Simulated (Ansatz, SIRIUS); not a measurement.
This is a calculation of CuO for SIRIUS 7.10.0. Measurements of this composition are mostly on another form, of space group No. 15.

sirius.json

```json
{
  "control": {
    "processing_unit": "cpu",
    "verbosity": 2,
    "num_bands_to_print": 20,
    "print_forces": true,
    "print_stress": true
  },
  "parameters": {
    "electronic_structure_method": "pseudopotential",
    "xc_functionals": ["XC_GGA_X_PBE", "XC_GGA_C_PBE"],
    "gk_cutoff": 9.6,
    "pw_cutoff": 19.2,
    "ngridk": [11, 11, 10],
    "shiftk": [0, 0, 0],
    "smearing": "fermi_dirac",
    "smearing_width": 0.0018374661,
    "num_bands": 20,
    "num_mag_dims": 0,
    "num_dft_iter": 100,
    "energy_tol": 1e-08,
    "density_tol": 1e-06
  },
  "iterative_solver": {
    "type": "davidson",
    "min_tolerance": 1e-09,
    "tolerance_scale": [0.1, 0.25]
  },
  "mixer": {
    "type": "anderson",
    "beta": 0.7,
    "max_history": 8
  },
  "settings": {
    "tol_ne": 1e-10,
    "pseudo_grid_cutoff": 6.5
  },
  "unit_cell": {
    "lattice_vectors": [
      [5.359877658299, 0.0, 0.0],
      [-2.679938819701, 4.641790215812, 0.0],
      [0.0, 0.0, 5.230975036276]
    ],
    "atom_coordinate_units": "lattice",
    "atom_types": ["Cu", "O"],
    "atom_files": {
      "Cu": "Cu.json",
      "O": "O.json"
    },
    "atoms": {
      "Cu": [
        [0.0, 0.0, 0.0]
      ],
      "O": [
        [0.6666666667, 0.3333333333, 0.5]
      ]
    }
  }
}
```

Potentials or basis: PseudoDojo 0.4.1 PBE standard (scalar relativistic).

Run with:

```console
$ upf_to_json Cu.upf
$ upf_to_json O.upf
$ OMP_NUM_THREADS=1 sirius.scf --input=sirius.json --output=out.json --task=0
```

Task: Set up the same calculation for Ansatz 0.2.0. Potentials or basis there: Ansatz PAW, cutoff 420 eV.

Result: As run (cutoffs and basis follow the program's own potentials, and thresholds, step limits or extra output files can differ):

The input input.yaml:

```yaml
crystal:
  lattice:
    - [2.83632511, 0.0, 0.0]
    - [-1.41816255, 2.4563296, 0.0]
    - [0.0, 0.0, 2.76811278]
  atoms:
    - { symbol: Cu, position: [0.0, 0.0, 0.0] }
    - { symbol: O, position: [0.6666666667, 0.3333333333, 0.5] }
hamiltonian:
  xc: pbe
  pseudopotentials: { kind: paw }
kpoints:
  mp_grid: { grid: [11, 11, 10] }
scf:
  occupations: { method: fermi_dirac, width: 0.05 }
output:
  forces: true
  stress: true
  eigenvalues: true
```

Potentials or basis: Ansatz PAW.

Launch:

```bash
$ ansatz run input.yaml --threads 2 --pin off --max-ram 5120MiB --backend cpu --events-out ev --progress --plain --runs-dir out
```

Both were run:

|  | SIRIUS | Ansatz |
| --- | --- | --- |
| Pressure | -0.8 GPa | -0.5 GPa |

Ansatz's pressure holds a Pulay term of +0.74 GPa for its cutoff of 420 eV, which the other run lacks.

Where Ansatz's input types no cutoff or centring, it takes its own default and a Γ-centred mesh.

Pressure is positive in compression.
